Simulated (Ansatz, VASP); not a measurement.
## FeSi: VASP beside Ansatz

INCAR

```
SYSTEM = FeSi
  ALGO = Normal
  EDIFF = 1E-6
  ENCUT = 520
  GGA = PS
  ISIF = 2
  ISMEAR = 0
  LASPH = .TRUE.
  LCHARG = .FALSE.
  LREAL = .FALSE.
  LWAVE = .FALSE.
  NBANDS = 34
  NELM = 60
  PREC = Accurate
  SIGMA = 0.1
```

Contents of KPOINTS:

```
k-points
0
G
  4 4 4
  0 0 0
```

The input POSCAR:

```
FeSi
1.0
    4.5507000000      0.0000000000      0.0000000000
    0.0000000000      4.5507000000      0.0000000000
    0.0000000000      0.0000000000      4.5507000000
Fe Si
4 4
Direct
    0.1365200000      0.1365200000      0.1365200000
    0.3634800000      0.8634800000      0.6365200000
    0.6365200000      0.3634800000      0.8634800000
    0.8634800000      0.6365200000      0.3634800000
    0.8424000000      0.8424000000      0.8424000000
    0.6576000000      0.1576000000      0.3424000000
    0.3424000000      0.6576000000      0.1576000000
    0.1576000000      0.3424000000      0.6576000000
```

Input for Ansatz:

```yaml
crystal:
  lattice:
    - [4.5507, 0.0, 0.0]
    - [0.0, 4.5507, 0.0]
    - [0.0, 0.0, 4.5507]
  atoms:
    - { symbol: Fe, position: [0.13652, 0.13652, 0.13652] }
    - { symbol: Fe, position: [0.36348, 0.86348, 0.63652] }
    - { symbol: Fe, position: [0.63652, 0.36348, 0.86348] }
    - { symbol: Fe, position: [0.86348, 0.63652, 0.36348] }
    - { symbol: Si, position: [0.8424, 0.8424, 0.8424] }
    - { symbol: Si, position: [0.6576, 0.1576, 0.3424] }
    - { symbol: Si, position: [0.3424, 0.6576, 0.1576] }
    - { symbol: Si, position: [0.1576, 0.3424, 0.6576] }
basis:
  ecutwfc: 420
kpoints:
  mp_grid: { grid: [4, 4, 4] }
hamiltonian:
  xc: pbesol
scf:
  occupations: { method: gaussian, width: 0.1 }
output:
  forces: true
  stress: true
  eigenvalues: true
```

Alike in both runs: task single point; functional PBEsol; k mesh 4 × 4 × 4; occupations gaussian, width 0.1 eV; no spin polarisation.

|  | VASP | Ansatz |
| --- | --- | --- |
| version | VASP 6.6.1 | Ansatz 0.2.0 |
| potentials or method | VASP PAW PBE potentials, release 64 (Fe, Si) | scalar-relativistic, plane waves, PAW |
| plane-wave cutoff (eV) | 520 | 420 |
| valence electrons in the cell | 48 | 80 |

Ansatz gave:

- gap on the k mesh at the Fermi level (eV): 0.13
- least direct gap on the mesh (eV): 0.16
- pressure (GPa): -19.9
- rms of the force components (eV/Å): 0.167

Q: Estimate VASP's values.

A: gap on the k mesh at the Fermi level (eV): 0.13; least direct gap on the mesh (eV): 0.15; pressure (GPa): -19.5; rms of the force components (eV/Å): 0.155.

Atom by atom the forces differ by 0.015 eV/Å (rms over components). The functional is the same, so the differences come from potentials, cutoffs and numerics. The two sets of potentials don't hold the same shells in valence.

Caveats: so large a pressure means that the cell lies far from this level's equilibrium, or that cutoff or potentials fall short (VASP); the potentials were made for another functional, which shifts forces and pressure (VASP). Spin polarisation is off, so any magnetic state and its effect on volume and gap are missing.
